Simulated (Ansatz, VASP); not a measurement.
Two plane-wave programs on C

INCAR

```
SYSTEM = C
ALGO     = Normal         ! electronic algorithm
EDIFF    = 1E-6           ! SCF threshold, eV
ENCUT    = 520            ! plane-wave cutoff, eV
GGA      = PE             ! functional
ISIF     = 2              ! what is computed and relaxed
ISMEAR   = 0              ! smearing method
LASPH    = .True.         ! aspherical terms in the spheres
LCHARG   = .True.         ! write CHGCAR
LELF     = .True.         ! ELF
LREAL    = .False.        ! projectors in reciprocal space
LVHAR    = .True.       
LWAVE    = .False.        ! write WAVECAR
NBANDS   = 11             ! bands
NELM     = 80             ! most SCF steps
PREC     = Accurate       ! precision mode
SIGMA    = 0.05           ! smearing width, eV
```

Contents of KPOINTS:

```
k-points
0
Gamma
  12 12 12
  0 0 0
```

POSCAR

```
C
1.0
    0.0000000000      1.7857375319      1.7857375319
    1.7857375319      0.0000000000      1.7857375319
    1.7857375319      1.7857375319      0.0000000000
C
2
Direct
    0.5000000000      0.5000000000      0.5000000000
    0.7500000000      0.7500000000      0.7500000000
```

Input for Ansatz:

```yaml
crystal:
  lattice:
    - [0.0, 1.7857375319, 1.7857375319]
    - [1.7857375319, 0.0, 1.7857375319]
    - [1.7857375319, 1.7857375319, 0.0]
  atoms:
    - { symbol: C, position: [0.5, 0.5, 0.5] }
    - { symbol: C, position: [0.75, 0.75, 0.75] }
basis:
  ecutwfc: 420
kpoints:
  mp_grid: { grid: [12, 12, 12] }
hamiltonian:
  xc: pbe
scf:
  occupations: { method: gaussian, width: 0.05 }
output:
  forces: true
  stress: true
  eigenvalues: true
```

This isn't the form of C at room conditions, which is graphite.

Alike in both runs: task single point; functional PBE; k mesh 12 × 12 × 12; occupations gaussian, width 0.05 eV; no spin polarisation.

|  | VASP | Ansatz |
| --- | --- | --- |
| version | VASP 6.6.1 | Ansatz 0.2.0 |
| potentials or method | VASP PAW PBE potentials, release 64 (C) | scalar-relativistic, plane waves, PAW |
| plane-wave cutoff (eV) | 520 | 420 |
| valence electrons in the cell | 8 | 8 |

Ansatz gave:

```
gap on the k mesh at the Fermi level (eV) : 4.15
least direct gap on the mesh (eV)         : 5.58
pressure (GPa)                            : 0.0
```

Question: What did VASP give for the same quantities?

Answer: gap on the k mesh at the Fermi level (eV): 4.14; least direct gap on the mesh (eV): 5.58; pressure (GPa): 0.7.
